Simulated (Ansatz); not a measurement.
What a change of settings does: K (sc type)

First run: DFT, PBE, all-electron LAPW, scalar-relativistic (Ansatz 0.2.0).

Command: `ansatz run input.yaml --threads 1 --pin off --max-ram 2048MiB --backend cpu --events-out ev --progress --plain --runs-dir out` It took 1.8 s on 1 thread of Arm Neoverse V2, on a shared host, peak memory 0.2 GiB.

```yaml
crystal:
  lattice:
    - [3.9090087601, 0.0, 0.0]
    - [0.0, 3.9090087601, 0.0]
    - [0.0, 0.0, 3.9090087601]
  atoms:
    - { symbol: K, position: [0.0, 0.0, 0.0] }
kpoints:
  mp_grid: { grid: [10, 10, 10] }
scf:
  occupations: { method: fermi_dirac, width: 0.08 }
hamiltonian:
  xc: pbe
  pseudopotentials: { kind: all_electron, lapw: { basis_error: 0.001 } }
output:
  forces: true
  stress: true
  eigenvalues: true
  populations: true
```

The cell comes from a relaxation on PAW files under the same functional, begun from a prototype that needn't be the stable phase.

This run: volume at 0.75 of the series' base cell.

It converges in 5 SCF iterations at a pressure of 1.33 GPa.

The input is then changed:

```diff
 scf:
-  occupations: { method: fermi_dirac, width: 0.08 }
+  occupations: { method: fermi_dirac, width: 0.001 }
 hamiltonian:
```

Question: Predict the outcome of the changed run.

Answer: It converges in 5 SCF iterations at a pressure of 1.33 GPa, free energy +8.1 meV/atom against the first run's.
